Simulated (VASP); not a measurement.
Write the native input for VASP 6.6.1 that does the following.

```
Task                   : single point
Functional             : LDA
Potentials or basis    : VASP PAW LDA potentials, release 64 (Mg)
Cutoff                 : 520 eV
k mesh                 : 6 × 6 × 4
Occupations            : gaussian, width 0.1 eV
Spin                   : no spin polarisation
Dipole correction      : no
Further INCAR settings : ALGO = Normal; EDIFF = 1e-06; NBANDS = 9
```

The structure of Mg lies in POSCAR:

```
Mg
1.0
    3.2092715325      0.0000000000      0.0000000000
   -1.6046357662      2.7793106748      0.0000000000
    0.0000000000      0.0000000000      5.2103300000
Mg
2
Direct
    0.3333333333      0.6666666667      0.2500000000
    0.6666666667      0.3333333333      0.7500000000
```

One way to write it, as run:

INCAR

```
SYSTEM = Mg
ALGO = Normal
EDIFF = 1E-6
ENCUT = 520
GGA = CA
ISIF = 2
ISMEAR = 0
LASPH = .TRUE.
LCHARG = .TRUE.
LELF = .TRUE.
LREAL = .FALSE.
LVHAR = .TRUE.
LWAVE = .FALSE.
NBANDS = 9
NELM = 100
PREC = Accurate
SIGMA = 0.1
```

KPOINTS

```
k-points
0
G
  6 6 4
  0 0 0
```

Potentials or basis: VASP PAW LDA potentials, release 64 (Mg).

Run with:

```bash
$ cat potpaw_LDA.64/Mg/POTCAR > POTCAR
$ mpirun -np 1 vasp_std > vasp.out
```

Results of the run:

```
Pressure               : -2.8 GPa
Band gap on the k mesh : none (metal or under the smearing width)
```

Caveat: the k mesh is coarse (spacing up to 0.38 Å⁻¹), so the values aren't converged.

Run time: 4.9 s on 1 thread of Intel(R) Xeon(R) Platinum 8488C (Sapphire Rapids), with other jobs on the host, peak memory 0.14 GiB.
